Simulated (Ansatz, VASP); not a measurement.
## LiF: VASP beside Ansatz

INCAR

```
PREC = Accurate
ENCUT = 520
EDIFF = 1E-8
ISMEAR = -1
SIGMA = 0.03
LREAL = False
LASPH = True
NELM = 100
ALGO = Normal
ISIF = 2
LWAVE = False
LCHARG = False
GGA = PE
LEFG = True
NBANDS = 12
```

File KPOINTS:

```
Automatic mesh
0
Gamma
  10 10 10
```

Contents of POSCAR:

```
LiF
1.0
    0.0000000000      2.0535002244      2.0535002244
    2.0535002244      0.0000000000      2.0535002244
    2.0535002244      2.0535002244      0.0000000000
Li F
1 1
Direct
    0.0000000000      0.0000000000      0.0000000000
    0.5000000000      0.5000000000      0.5000000000
```

Input for Ansatz:

```yaml
crystal:
  lattice:
    - [0.0, 2.0535002244, 2.0535002244]
    - [2.0535002244, 0.0, 2.0535002244]
    - [2.0535002244, 2.0535002244, 0.0]
  atoms:
    - { symbol: Li, position: [0.0, 0.0, 0.0] }
    - { symbol: F, position: [0.5, 0.5, 0.5] }
kpoints:
  mp_grid: { grid: [10, 10, 10] }
scf:
  occupations: { method: fermi_dirac, width: 0.03 }
hamiltonian:
  xc: pbe
  pseudopotentials: { kind: paw }
output:
  forces: true
  stress: true
  eigenvalues: true
  efg: { contact_densities: true }
```

Change from the starting cell: volume scaled by 1.06, PAW files.

Alike in both runs: task electric field gradients; functional PBE; k mesh 10 × 10 × 10; occupations fermi-dirac, width 0.03 eV; no spin polarisation.

|  | VASP | Ansatz |
| --- | --- | --- |
| version | VASP 6.6.1 | Ansatz 0.2.0 |
| potentials or method | VASP PAW PBE potentials, release 64 (Li_sv, F) | PAW with Ansatz's default frozen-core files, scalar-relativistic |
| plane-wave cutoff (eV) | 520 | 420 |
| valence electrons in the cell | 10 | 10 |

```tsv
	VASP	Ansatz	Ansatz less VASP
gap on the k mesh at the Fermi level (eV)	8.59	8.59	+0.001
Vzz of the field gradient on the site that differs most (V/Å²)	0.0	0.0	+0.01
```

With one functional, cell and mesh, what is left measures potentials, basis and numerics.

 A k mesh can miss the band edges.
